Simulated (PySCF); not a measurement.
Methyl methacrylate, C₅H₈O₂.
Z-matrix (Å and degrees, GFN2-xTB geometry), rows numbered from 1:
```
C 
C   1  1.3293
C   2  1.4945  1  124.25
C   2  1.4881  1  118.09  3   179.73
O   4  1.2067  2  124.60  1     3.65
O   4  1.3419  2  111.66  1  -175.96
C   6  1.4191  4  117.63  2   179.18
H   1  1.0766  2  122.11  3    -0.03
H   1  1.0768  2  120.42  3  -179.92
H   3  1.0866  2  110.48  1    -0.20
H   3  1.0884  2  110.15  1   120.59
H   3  1.0885  2  110.21  1  -120.98
H   7  1.0910  6  108.96  4   110.32
H   7  1.0896  6  107.77  4  -130.48
H   7  1.0918  6  109.98  4   -10.02
```

PySCF, density fitting, gas phase, GFN2-xTB geometry. The standard run uses grid level 2 after a coarse-grid start, the def2-universal JK fitting basis (with tight functions added where the orbital basis needs them), an energy threshold of 1e-9 Eh and DIIS. The changed runs have no coarse-grid stage.

Task: Standard PBE0/pcSseg-1: E = -345.352248 Eh, HOMO -7.747 eV, LUMO -1.108 eV, dipole 1.931 D, 14 cycles (coarse-grid cycles included). What changes at PBE0/pcSseg-1 with: start guess vsap?

Result: E = -345.352248 Eh (0.000 mEh), HOMO -7.747 eV (0.000), LUMO -1.108 eV (0.000), dipole 1.931 D (0.000), 12 SCF cycles. The result matches the standard run within 0.02 mEh and 0.003 eV; such settings steer the iterations and don't enter the energy expression.

The cycles:
```
cycle   1  E = -343.1232860403  dE =  8.829e-01  |g| = 2.913e+00  |ddm| = 6.503e+00
cycle   2  E = -337.6900955137  dE =  5.433e+00  |g| = 6.098e+00  |ddm| = 9.498e+00
cycle   3  E = -345.0286566236  dE = -7.339e+00  |g| = 1.286e+00  |ddm| = 6.982e+00
cycle   4  E = -345.2239591392  dE = -1.953e-01  |g| = 8.362e-01  |ddm| = 1.289e+00
cycle   5  E = -345.3432691498  dE = -1.193e-01  |g| = 1.835e-01  |ddm| = 6.662e-01
cycle   6  E = -345.3517289973  dE = -8.460e-03  |g| = 4.928e-02  |ddm| = 1.952e-01
cycle   7  E = -345.3521550919  dE = -4.261e-04  |g| = 2.242e-02  |ddm| = 3.876e-02
cycle   8  E = -345.3522437656  dE = -8.867e-05  |g| = 4.527e-03  |ddm| = 1.653e-02
cycle   9  E = -345.3522482805  dE = -4.515e-06  |g| = 7.181e-04  |ddm| = 4.361e-03
cycle  10  E = -345.3522483912  dE = -1.107e-07  |g| = 2.333e-04  |ddm| = 1.039e-03
cycle  11  E = -345.3522484036  dE = -1.247e-08  |g| = 5.360e-05  |ddm| = 2.478e-04
cycle  12  E = -345.3522484043  dE = -6.560e-10  |g| = 9.929e-06  |ddm| = 5.916e-05
```
